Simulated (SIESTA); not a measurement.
**CdS (Greenockite) under changes of volume**

One of the cells (25.121 Å³/atom); the others are scaled copies at fixed shape and fractional positions:

```
CELL_PARAMETERS angstrom
4.15000 0.00000 0.00000
-2.07500 3.59401 0.00000
0.00000 0.00000 6.73700
ATOMIC_POSITIONS crystal
Cd 0.66667 0.33333 0.50000
Cd 0.33333 0.66667 0.00000
S 0.66667 0.33333 0.87500
S 0.33333 0.66667 0.37500
```

| Property | Result |
| --- | --- |
| Program | SIESTA 5.4.2 |
| Functional | PBEsol |
| Potentials or basis | PseudoDojo 0.4 standard (PBEsol files) |
| Basis | DZP (energy shift 0.002 Ry) |
| Grid cutoff | 800 Ry |
| Energy shift | 0.002 Ry |
| k mesh | 7 × 7 × 4 |
| Occupations | fermi-dirac, width 0.05 eV |
| Spin | no spin polarisation |

```csv
volume (Å³/atom),energy over the lowest point (meV/atom),pressure (GPa),gap on the mesh (eV),largest force (eV/Å)
23.614,17.13,4.1,1.47,0.086
24.116,6.76,2.5,1.42,0.082
24.618,1.19,1.0,1.36,0.079
25.121,0.00,-0.2,1.30,0.073
25.623,2.62,-1.4,1.25,0.069
26.126,8.75,-2.5,1.19,0.066
26.628,?,?,?,?
```

Problem. What does the run at 26.628 Å³/atom give?

Solution. Energy over the lowest point 17.96 meV/atom; pressure -3.4 GPa; gap on the mesh 1.14 eV; largest force 0.063 eV/Å.

Worked out: A Birch-Murnaghan fit of order 3 (a polynomial in V^(-2/3)) to the other rows has its minimum at 25.02 Å³/atom with B0 = V·E''(V) = 63 GPa and B' = 4.6 at fixed shape and positions, which overstates the stiffness. It gives 17.95 meV/atom at 26.628 Å³/atom, against the run's 17.96, and -dE/dV = -3.4 GPa, against -3.4. A straight line through the other rows of the gap, of slope -2.78 eV per unit of ln V (its deformation potential), extrapolates to 1.14 eV, against the run's 1.14.

Energies are extrapolated to zero smearing.

Caveats: semicore shells carry a single zeta, which can move pressures by several GPa and volumes by a few percent; an odd mesh through Γ misses points on the zone boundary, where band edges often lie; the basis of atomic orbitals isn't converged, which shifts pressures, moduli and gaps. Spin-orbit coupling on Cd is left out.
